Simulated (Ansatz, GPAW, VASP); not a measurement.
One calculation of InAs, 3 ways

```
CELL_PARAMETERS angstrom
0.00000 3.01800 3.01800
3.01800 0.00000 3.01800
3.01800 3.01800 0.00000
ATOMIC_POSITIONS crystal
In 0.00000 0.00000 0.00000
As 0.75000 0.75000 0.75000
```

Alike in all runs: task single point; functional PBE; k mesh 8 × 8 × 8; occupations gaussian, width 0.011 eV; no spin polarisation; no spin-orbit coupling. A missing gap at this level doesn't show that the real crystal is a metal. Pressure is positive in compression and, in plane waves, holds the error of the finite cutoff.

```json
{"program and potentials": "GPAW, GPAW PAW data sets (gpaw-data 1.2.1)", "plane-wave cutoff (eV)": "600", "notes": "-", "band gap (eV)": "no gap", "pressure (GPa)": "4.04"}
{"program and potentials": "Ansatz, all-electron LAPW, scalar-relativistic", "plane-wave cutoff (eV)": "-", "notes": "-", "band gap (eV)": "no gap", "pressure (GPa)": "4.30"}
{"program and potentials": "VASP, PBE PAW files As, In_d, 520 eV", "plane-wave cutoff (eV)": "520", "notes": "-", "band gap (eV)": "no gap", "pressure (GPa)": "4.36"}
```

None finds a gap. The pressure spans 4.04 (GPAW, GPAW PAW data sets (gpaw-data 1.2.1)) to 4.36 GPa (VASP, PBE PAW files As, In_d, 520 eV), with all-electron results at 4.30.

Differences between rows come from potentials, basis sets and numerical settings, since the functional is the same but for its coding. Runs on potential files found faulty are left out.

All three calculations close the gap of InAs, a direct, narrow-gap semiconductor in experiment. The likely cause is the semilocal functional, which places the s-like conduction state at the zone centre too low relative to the As p valence top. In 4d states that lie too shallow add to this by pushing the p states up through p-d repulsion. Since the all-electron run agrees, the pseudised cores are not to blame. Nor is the missing spin-orbit coupling, which would raise the valence top and narrow a gap further.

The positive pressures show that PBE favours a larger cell. The lattice used is only slightly smaller than the measured one, so most of the pressure probably reflects the functional's underbinding rather than real compression. Relaxing the cell would not be expected to restore the gap, because expansion weakens the s-s antibonding interaction and lowers the conduction edge. The band order at the zone centre, and so whether the s and p states are actually inverted, can't be read from these results.
